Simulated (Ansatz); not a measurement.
The system is GaP.

```
Ga P
1.0
     0.00000    2.72525    2.72525
     2.72525    0.00000    2.72525
     2.72525    2.72525    0.00000
Ga P
1 1
Direct
  0.00000 0.00000 0.00000
  0.75000 0.75000 0.75000
```

Base run:

* Program: Ansatz 0.2.0
* Functional: r2SCAN
* Potentials or basis: Ansatz PAW
* Cutoff: 500 eV (not typed: the program's choice for these potentials)
* k mesh: 8 × 8 × 8
* Occupations: fermi-dirac, width 0.05 eV
* Spin: no spin polarisation

Its results: band gap on the k mesh 1.89 eV, indirect (least direct gap 2.37 eV); pressure 0.0 GPa.

**Question.** The run is repeated on the same cell with these changes: functional from r2SCAN to revPBE; cutoff from 500 eV (not typed: the program's choice for these potentials) to 420 eV (not typed: the program's choice for these potentials). What comes out?

**Answer.** Band gap on the k mesh 1.71 eV, indirect (least direct gap 1.92 eV); pressure 4.0 GPa.

r2SCAN gives the wider gap, since meta-GGAs in the generalised Kohn-Sham scheme recover part of the derivative discontinuity.

Caveats: the PAW data sets come from PBE, with cores solved anew for the run's functional, which leaves a small shift of forces and pressure; the k mesh misses the band edges, so the gap on the mesh is wider than the one along the path (some runs).
